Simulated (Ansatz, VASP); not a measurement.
AgCl: VASP beside Ansatz

Contents of INCAR:

```
ALGO     = Normal         # electronic algorithm
EDIFF    = 1E-6           # SCF threshold, eV
ENCUT    = 520            # plane-wave cutoff, eV
GGA      = PE             # functional
ISIF     = 2              # what is computed and relaxed
ISMEAR   = 0              # smearing method
LASPH    = T              # aspherical terms in the spheres
LCHARG   = T              # write CHGCAR
LELF     = T              # ELF
LREAL    = F              # projectors in reciprocal space
LVHAR    = T            
LWAVE    = F              # write WAVECAR
NBANDS   = 16             # bands
NELM     = 80             # most SCF steps
PREC     = Accurate       # precision mode
SIGMA    = 0.02           # smearing width, eV
```

Contents of KPOINTS:

```
k-points
0
Gamma
  8 8 8
```

The input POSCAR:

```
AgCl
1.0
    0.0000000000      2.8336772179      2.8336772179
    2.8336772179      0.0000000000      2.8336772179
    2.8336772179      2.8336772179      0.0000000000
Ag Cl
1 1
Direct
    0.0000000000      0.0000000000      0.0000000000
    0.5000000000      0.5000000000      0.5000000000
```

Input for Ansatz:

```yaml
crystal:
  lattice:
    - [0.0, 2.8336772179, 2.8336772179]
    - [2.8336772179, 0.0, 2.8336772179]
    - [2.8336772179, 2.8336772179, 0.0]
  atoms:
    - { symbol: Ag, position: [0.0, 0.0, 0.0] }
    - { symbol: Cl, position: [0.5, 0.5, 0.5] }
basis:
  ecutwfc: 420
kpoints:
  mp_grid: { grid: [8, 8, 8] }
hamiltonian:
  xc: pbe
scf:
  occupations: { method: gaussian, width: 0.02 }
output:
  forces: true
  stress: true
  eigenvalues: true
  write_density: true
  write_potential: true
  elf: true
  volumetric_format: npy
```

Alike in both runs: task single point; functional PBE; k mesh 8 × 8 × 8; occupations gaussian, width 0.02 eV; no spin polarisation.

|  | VASP | Ansatz |
| --- | --- | --- |
| version | VASP 6.6.1 | Ansatz 0.2.0 |
| potentials or method | VASP PAW PBE potentials, release 64 (Ag, Cl) | scalar-relativistic, plane waves, PAW |
| plane-wave cutoff (eV) | 520 | 420 |
| valence electrons in the cell | 18 | 26 |

```csv
,VASP,Ansatz,Ansatz less VASP
gap on the k mesh at the Fermi level (eV),0.93,0.94,+0.003
least direct gap on the mesh (eV),2.99,2.99,-0.001
pressure (GPa),-1.3,-1.1,+0.12
```

The two sets of potentials don't hold the same shells in valence.

A k mesh can miss the band edges. As with any semilocal functional, this PBE gap is likely too small.
